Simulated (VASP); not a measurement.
# Settings for GaP: relaxation of the cell

GaP, F-43m (no. 216), 2 atoms in the cell. PBEsol; PAW potentials Ga_d, P (PBE set). VASP 6.6.1. The cell is changed on purpose: volume scaled by 0.95.

Wanted: cell volume within 0.2 %; lattice lengths within 0.1 %; shortest distances from each atom, periodic images included within 0.005 Å.

What the run is for: cell; Accuracy asked: standard.

The series start from Plane-wave cutoff (eV): 430; k-point mesh: 6 × 6 × 6; Relaxation passes: 2; Ionic threshold (EDIFFG): -0.005; Electronic threshold (eV): 1e-6; Precision mode (PREC): Accurate; Relaxation algorithm: IBRION=2 POTIM=0.5. Each series keeps the choices made before it, and each single choice may use up half of a tolerance. Times cover all steps of a run.

## Plane-wave cutoff (eV)

| Plane-wave cutoff (eV) | Cell volume (Å³) | Lattice lengths, largest deviation against the largest value | Shortest distances from each atom, periodic images included, largest deviation (Å) | Time (s) |
|---|---|---|---|---|
| 280 | 39.86 | 0.29 % | 0.0068 | 15 |
| 330 | 40.15 | 0.043 % | 0.0010 | 18 |
| 370 | 40.09 | 0.093 % | 0.0022 | 20 |
| 430 | 40.12 | 0.068 % | 0.0016 | 21 |
| 500 | 40.19 | 0.0096 % | 0.0002 | 21 |
| 600 | 40.19 | 0.0075 % | 0.0002 | 26 |
| 750 (reference) | 40.2 | 0 % | 0.0000 | 38 |

Chosen: 500, the loosest value from which every tighter one stays within half of the tolerance.

## k-point mesh

| k-point mesh | Cell volume (Å³) | Lattice lengths, largest deviation against the largest value | Shortest distances from each atom, periodic images included, largest deviation (Å) | Time (s) |
|---|---|---|---|---|
| 3 × 3 × 3 | 40.94 | 0.63 % | 0.0147 | 13 |
| 4 × 4 × 4 | 40.39 | 0.17 % | 0.0041 | 17 |
| 5 × 5 × 5 | 40.24 | 0.052 % | 0.0012 | 18 |
| 6 × 6 × 6 | 40.19 | 0.012 % | 0.0003 | 21 |
| 7 × 7 × 7 | 40.18 | 0.0021 % | 0.0001 | 24 |
| 9 × 9 × 9 (reference) | 40.18 | 0 % | 0.0000 | 38 |

Chosen: 6 × 6 × 6.

## Relaxation passes

| Relaxation passes | Cell volume (Å³) | Lattice lengths, largest deviation against the largest value | Shortest distances from each atom, periodic images included, largest deviation (Å) | Time (s) |
|---|---|---|---|---|
| 1 | 40.19 | 0 % | 0.0000 | 17 |
| 2 | 40.19 | 0 % | 0.0000 | 21 |
| 3 (reference) | 40.19 | 0 % | 0.0000 | 28 |

Chosen: 1.

## Ionic threshold (EDIFFG)

| Ionic threshold (EDIFFG) | Cell volume (Å³) | Lattice lengths, largest deviation against the largest value | Shortest distances from each atom, periodic images included, largest deviation (Å) | Time (s) |
|---|---|---|---|---|
| -0.05 | 40.19 | 0 % | 0.0000 | 16 |
| -0.02 | 40.19 | 0 % | 0.0000 | 17 |
| -0.01 | 40.19 | 0 % | 0.0000 | 18 |
| -0.005 | 40.19 | 0 % | 0.0000 | 17 |
| -0.002 (reference) | 40.19 | 0 % | 0.0000 | 19 |

Chosen: -0.05.

## Electronic threshold (eV)

| Electronic threshold (eV) | Cell volume (Å³) | Lattice lengths, largest deviation against the largest value | Shortest distances from each atom, periodic images included, largest deviation (Å) | Time (s) |
|---|---|---|---|---|
| 0.0001 | 40.15 | 0.035 % | 0.0008 | 15 |
| 1e-5 | 40.2 | 0.0078 % | 0.0002 | 19 |
| 1e-6 | 40.19 | 0.0013 % | 0.0000 | 16 |
| 1e-7 (reference) | 40.19 | 0 % | 0.0000 | 20 |

Chosen: 1e-5.

## Precision mode (PREC)

| Precision mode (PREC) | Cell volume (Å³) | Lattice lengths, largest deviation against the largest value | Shortest distances from each atom, periodic images included, largest deviation (Å) | Time (s) |
|---|---|---|---|---|
| Normal | 40.2 | 0.00052 % | 0.0000 | 11 |
| Accurate (reference) | 40.2 | 0 % | 0.0000 | 19 |

Chosen: Normal.

## Relaxation algorithm

| Relaxation algorithm | Cell volume (Å³) | Lattice lengths, largest deviation against the largest value | Shortest distances from each atom, periodic images included, largest deviation (Å) | Time (s) |
|---|---|---|---|---|
| IBRION=2 POTIM=0.5 | 40.2 | 0 % | 0.0000 | 11 |
| IBRION=2 POTIM=0.2 | 40.17 | 0.028 % | 0.0006 | 11 |
| IBRION=1 POTIM=0.5 | 40.18 | 0.018 % | 0.0004 | 10 |
| IBRION=1 POTIM=0.2 | 40.15 | 0.042 % | 0.0010 | 11 |

Chosen: IBRION=2 POTIM=0.5; no other choice that stays within half of the tolerance saves 30 % of the time.

## All choices together

| Input | Cell volume (Å³) | Lattice lengths, largest deviation against the largest value | Shortest distances from each atom, periodic images included, largest deviation (Å) | Time (s) |
|---|---|---|---|---|
| the program's defaults (naive) | 40.01 | 0.15 % | 0.0035 | 4.7 |
| chosen settings | 40.2 | 0.0088 % | 0.0002 | 11 |
| reference settings throughout | 40.19 | 0 % | 0.0000 | 98 |

The tolerance is met.

Values of the reference run: Lattice lengths: 3.845, 3.845, 3.845 Å; Shortest distances from each atom, periodic images included: 2.354, 2.354, 2.354, 2.354, 2.354, 2.354, 2.354, 2.354 Å.

## The input

INCAR.step1:
```
GGA = PS
ISMEAR = 0
SIGMA = 0.03
LWAVE = F
LCHARG = F
NSW = 80
PREC = Normal
LASPH = T
LREAL = F
ALGO = Normal
EDIFF = 1E-5
NELM = 120
GGA_COMPAT = F
IBRION = 2
ISIF = 3
EDIFFG = -0.05
NELMIN = 4
ENCUT = 500
EFERMI = MIDGAP
POTIM = 0.5
```

INCAR.step2, as INCAR.step1 but for:
```
- NSW = 80
- IBRION = 2
- ISIF = 3
- EDIFFG = -0.05
- NELMIN = 4
- POTIM = 0.5
+ ISIF = 2
```

KPOINTS:
```
Automatic mesh
0
Gamma
  6 6 6
  0 0 0
```

POSCAR.step1:
```
GaP
1.0
    0.0000000000      2.6790503969      2.6790503969
    2.6790503969      0.0000000000      2.6790503969
    2.6790503969      2.6790503969      0.0000000000
Ga P
1 1
Direct
    0.0000000000      0.0000000000      0.0000000000
    0.7500000000      0.7500000000      0.7500000000
```

Commands (each step's output is kept before the next begins):
```
cat potpaw_PBE.64/Ga_d/POTCAR potpaw_PBE.64/P/POTCAR > POTCAR
cp INCAR.step1 INCAR
cp POSCAR.step1 POSCAR
mpirun -np 1 vasp_std > vasp.out
cp CONTCAR POSCAR
cp INCAR.step2 INCAR
mpirun -np 1 vasp_std > vasp.out
```

The chosen input took VASP 6.6.1 11 s on 1 core (Intel Xeon 6975P-C (Granite Rapids)), a shared host.

## An input that fails: too few ionic steps

It gives no converged result.

Changes against the starting input:
```
- NSW = 80
- NELM = 120
+ NSW = 2
+ NELM = 92
```
